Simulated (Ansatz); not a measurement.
BeTe in the zincblende structure was put through Ansatz (plane waves). Cell and atoms come from a relaxation with r2SCAN.

The cell given to it:
```xyz
2
Lattice="0.0000 2.8286 2.8286 2.8286 0.0000 2.8286 2.8286 2.8286 0.0000" Properties=species:S:1:pos:R:3 pbc="T T T"
Be    0.0000    0.0000    0.0000
Te    1.4143    1.4143    1.4143
```

The output, standing remarks left out:
```
scf.n_extra_bands = 4 over 9 filled bands (N_el = 18.0): the run solves 13 bands
Crystal: 2 atoms, lattice volume = 45.264 Å³
Basis set: ecut = 420 eV, 893 PW (Γ)
Symmetry: 24 space group operations
Space group: F-43m (ITA 216)
k-points: 16 of 216 (time reversal used)
[warm-up without exact exchange]
SCF 1 stopped early in 2 iterations: F = -7073.439777 eV  dr2 = 9.25e-6
[exact exchange on]
Exchange kernel: α = 0.0000 at short range, 1.0000 at long range (ω = 0.7559 Å⁻¹), several ranges, Wigner–Seitz truncation, v(0) = 15771.6419 eV·Å³, q-mesh 6×6×6
SCF 2 stopped early in 5 iterations: F = -7072.062371 eV  dr2 = 2.45e-5
hybrid outer 1: dexx = +6.598e-2 eV, tail = 4.04e-4 eV
SCF 3 converged in 5 iterations: F = -7072.063382 eV  dr2 = 5.29e-10
hybrid outer 2: dexx = +1.084e-5 eV, tail = 1.02e-6 eV, Δε = 1.01e-2 eV
SCF 4 converged in 2 iterations: F = -7072.063385 eV  dr2 = 3.11e-9
hybrid outer 3: dexx = +2.657e-8 eV, tail = 9.95e-9 eV, Δε = 3.29e-4 eV, ΔF = 4.16e-17 eV/Å
Free energy (F): -7072.063385 eV
Fermi energy:    4.424377 eV
--- Forces (eV/Å), atoms counted from 1 ---
  atom   1  Be      0.00000      0.00000      0.00000
  atom   2  Te      0.00000      0.00000      0.00000
--- Stress (GPa, compression-positive) ---
       -2.472999       0.000000       0.000000
        0.000000      -2.472999       0.000000
        0.000000       0.000000      -2.472999
  P = ⅓ Tr σ = -2.4730 GPa (-24.730 kbar)
--- Band table (eV; the first three rows and the last of 16) ---
  k-point 0: bands = […, -34.4893, -34.4893, -11.0476, 4.4244, 4.4244, 4.4244, 13.4865, 13.4865, 13.4865, 13.7521]
  k-point 1: bands = […, -34.4890, -34.4890, -10.7036, 1.9630, 3.9765, 3.9765, 13.2885, 14.1401, 14.1401, 15.9724]
  k-point 2: bands = […, -34.4881, -34.4881, -9.8160, -1.4220, 3.2729, 3.2729, 12.9585, 14.6519, 14.6519, 18.1152]
  k-point 15: bands = […, -34.4897, -34.4864, -8.4412, -1.9716, 0.0583, 0.4943, 13.3842, 14.1417, 17.8695, 18.2748]
```

Task: Which of these blocks stood in the input: relax, gw, phonons, dielectric, magnetization (spin_orbit)?

Result: None of them. A single point prints forces and stress when the output block asks for them.

Task: Which k mesh was typed?

Result: 6×6×6, Γ-centred.

Task: How were the bands filled?

Result: Fixed occupations.

Task: Which functional?

Result: LC-ωPBE. The exchange loop shows exact exchange. The lines shown narrow the functional down without fixing it; this is the one that was run.

Run as `ansatz run input.yaml --threads 4 --pin off --max-ram 7372MiB --backend cpu --events-out ev --progress --plain --runs-dir out`. It took 14 s on 4 threads of Arm Neoverse V1, with other jobs on the host, load about 0.4 per core; peak host memory 1.4 GiB.

(Simulation; spin polarisation is off.)

No spin-orbit coupling is included; it can move band edges with weight on the heavy atoms by tenths of an eV.

The stress of a hybrid is loosely converged in these runs.
